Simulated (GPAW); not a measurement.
**Cs in GPAW: convergence with bands over the usual count**

Input of the first run (bands over the usual count 0.72); the others differ in this setting and in those tied to it:

run.py

```python
from ase import Atoms
from ase.dft.bandgap import bandgap
from ase.io import write
from ase.units import GPa
from gpaw import GPAW, PW

atoms = Atoms(['Cs'],
              cell=[[3.019011, -4.338132, 0.0],
                    [3.019011, 4.338132, 0.0],
                    [-2.574936, 0.0, 4.413887]],
              scaled_positions=[[0.0, 0.0, 0.5]],
              pbc=True)

calc = GPAW(mode=PW(600),
            xc='PBE',
            kpts={'size': (5, 5, 5), 'gamma': True},
            occupations={'name': 'fermi-dirac', 'width': 0.05},
            nbands=8,
            convergence={'density': 1e-05, 'energy': 1e-05},
            maxiter=100,
            txt='gpaw.txt')
atoms.calc = calc
energy = atoms.get_potential_energy()
forces = atoms.get_forces()
stress = atoms.get_stress()
calc.write('gs.gpw')
write('result.traj', atoms)
print(f'Energy: {energy:.6f} eV')
print('Forces (eV/A):')
print(forces.round(4))
print('Stress (GPa):', (stress / GPa).round(3))
print('Fermi level:', round(calc.get_fermi_level(), 4), 'eV')
print(f'Gap: {bandgap(calc)[0]:.4f} eV, direct: {bandgap(calc, direct=True)[0]:.4f} eV')
```

Potentials or basis: GPAW PAW data sets (gpaw-data 1.2.1), pw.

The run is started by

```bash
$ OMP_NUM_THREADS=1 python run.py
```

This isn't the form of Cs at room conditions, which is bcc.

Hardware: 1 thread of Arm Neoverse V2 (shared host).

```tsv
bands over the usual count	energy less the tightest run, at zero smearing (meV/atom)	SCF cycles	CPU time (s)	peak memory (GiB)
0.72	0.00	9	16	0.19
0.8	0.00	9	18	0.2
0.9	0.00	9	19	0.2
1	0.00	9	21	0.2
1.3	0.00	9	26	0.21
1.7	0.00	9	36	0.22
2.5	0.00	9	53	0.24
```

Against the tightest run, the energy stays within 1 meV/atom from 0.72 on. The tightest run that finished is the yardstick and may itself not be fully converged.

Spin-orbit coupling is left out, which matters for the levels of Cs.
